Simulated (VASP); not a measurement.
Wanted: the native input for a VASP 6.6.1 run.

```
Task                   : single point
Functional             : PBE
Potentials or basis    : VASP PAW PBE potentials, release 64 (Sb_d_GW)
Cutoff                 : 500 eV
k mesh                 : 4 × 4 × 4
Occupations            : gaussian, width 0.02 eV
Spin                   : no spin polarisation
Further INCAR settings : ALGO = Normal; EDIFF = 1e-06; NBANDS = 14
```

The structure of Sb lies in POSCAR:

```
Sb
1.0
    0.0000000000      2.3712425216      2.3712425216
    2.3712425216      0.0000000000      2.3712425216
    2.3712425216      2.3712425216      0.0000000000
Sb
1
Direct
    0.0000000000      0.0000000000      0.0000000000
```

This isn't the form of Sb at room conditions, which is rhombohedral.

One way to write it, as run:

INCAR

```
PREC = Accurate
ENCUT = 500
EDIFF = 1E-6
ISMEAR = 0
SIGMA = 0.02
LREAL = F
LASPH = T
NELM = 80
ALGO = Normal
ISIF = 2
LWAVE = F
LCHARG = T
GGA = PE
LELF = T
LVHAR = T
NBANDS = 14
```

KPOINTS

```
Automatic mesh
0
Gamma
  4 4 4
```

Potentials or basis: VASP PAW PBE potentials, release 64 (Sb_d_GW).

Run with:

```bash
$ cat potpaw_PBE.64/Sb_d_GW/POTCAR > POTCAR
$ mpirun -np 1 vasp_std > vasp.out
```

It gave:

```json
{"Pressure": "0.4 GPa", "Band gap on the k mesh": "none (metal or under the smearing width)"}
```

Caveat: the k mesh is coarse (spacing up to 0.57 Å⁻¹), so the values aren't converged.

Run time: 5 s on 1 thread of Intel(R) Xeon(R) Platinum 8259CL CPU @ 2.50GHz (Skylake/Cascade Lake) (shared host), peak memory 0.14 GiB.
